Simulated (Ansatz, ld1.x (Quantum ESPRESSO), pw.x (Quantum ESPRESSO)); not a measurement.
Equation-of-state test of one RRKJ potential (In)

indium (In), norm-conserving RRKJ (Kleinman–Bylander form), made with ld1.x (Quantum ESPRESSO) 7.5 (LDA (PW92), scalar-relativistic). Core [Kr] 4d10, reference 5s2 5p1. Waves: 5p (bound): rc 2.65 bohr; 5d channel at 0.25 Ry: rc 2.90 bohr; 5s (bound): rc 2.20 bohr. Local part: the s channel. Core correction: Bessel-smoothed model core inside 2.25 bohr. rho0 = 0.02.

Crystal test: fcc In in pw.x 7.5, no spin, 12³ k-points, Fermi–Dirac smearing 0.01 Ry, cutoffs 50/200 Ry. The lattice is a test structure that the element need not adopt, and mesh and smearing are coarse.

pw.x input:

```
&control
  calculation='scf', prefix='x', pseudo_dir='./', outdir='./tmp', tstress=.true., disk_io='none'
/
&system
  ibrav=0, nat=1, ntyp=1, ecutwfc=50, ecutrho=200, nbnd=8,
  occupations='smearing', smearing='fd', degauss=0.01
/
&electrons
  conv_thr=1e-09, mixing_beta=0.4, electron_maxstep=70
/
ATOMIC_SPECIES
In 1.0 In.UPF
CELL_PARAMETERS angstrom
  0.00000000 2.31536655 2.31536655
  2.31536655 0.00000000 2.31536655
  2.31536655 2.31536655 0.00000000
ATOMIC_POSITIONS crystal
In 0.0000 0.0000 0.0000
K_POINTS automatic
12 12 12 0 0 0
```

```bash
pw.x < In.scf.in > In.scf.out
```

Problem. How does the run end?

Solution. It converges; the pressure is -1.74 GPa against -0.43 GPa from all-electron LAPW. This is a poor potential for the solid. The log shows:

```
     kinetic-energy cutoff     =      50.0000  Ry
     charge density cutoff     =     200.0000  Ry
     scf convergence threshold =      1.0E-09
     Exchange-correlation= PW
     number of k points=    72  Fermi-Dirac smearing, width (Ry)=  0.0100
     iteration #  1     ecut=    50.00 Ry     beta= 0.40
     total energy              =     -10.93141370 Ry
     estimated scf accuracy    <       0.00272862 Ry
     iteration #  2     ecut=    50.00 Ry     beta= 0.40
     total energy              =     -10.93097736 Ry
     estimated scf accuracy    <       0.00083271 Ry
     iteration #  3     ecut=    50.00 Ry     beta= 0.40
     total energy              =     -10.93103500 Ry
     estimated scf accuracy    <       0.00000174 Ry
     iteration #  4     ecut=    50.00 Ry     beta= 0.40
     c_bands:  1 eigenvalues not converged
     c_bands:  1 eigenvalues not converged
     c_bands:  1 eigenvalues not converged
     c_bands:  1 eigenvalues not converged
     [... 2 repeated lines left out ...]
     total energy              =     -10.93103831 Ry
     estimated scf accuracy    <       0.00000004 Ry
     iteration #  5     ecut=    50.00 Ry     beta= 0.40
     total energy              =     -10.93103831 Ry
     estimated scf accuracy    <          4.9E-09 Ry
     iteration #  6     ecut=    50.00 Ry     beta= 0.40
     the Fermi energy is     4.9327 ev
!    total energy              =     -10.93103831 Ry
     estimated scf accuracy    <          3.9E-10 Ry
     smearing contrib. (-TS)   =      -0.00200880 Ry
     The total energy is F=E-TS. E is the sum of the following terms:
     one-electron contribution =       2.49304420 Ry
     hartree contribution      =       0.01439234 Ry
     xc contribution           =      -8.72104834 Ry
     ewald contribution        =      -4.71541772 Ry
     convergence has been achieved in   6 iterations
          total   stress  (Ry/bohr**3)                   (kbar)     P=      -17.39
     Message from routine punch:
     Nothing written, as per user request (disk_io='none')
```
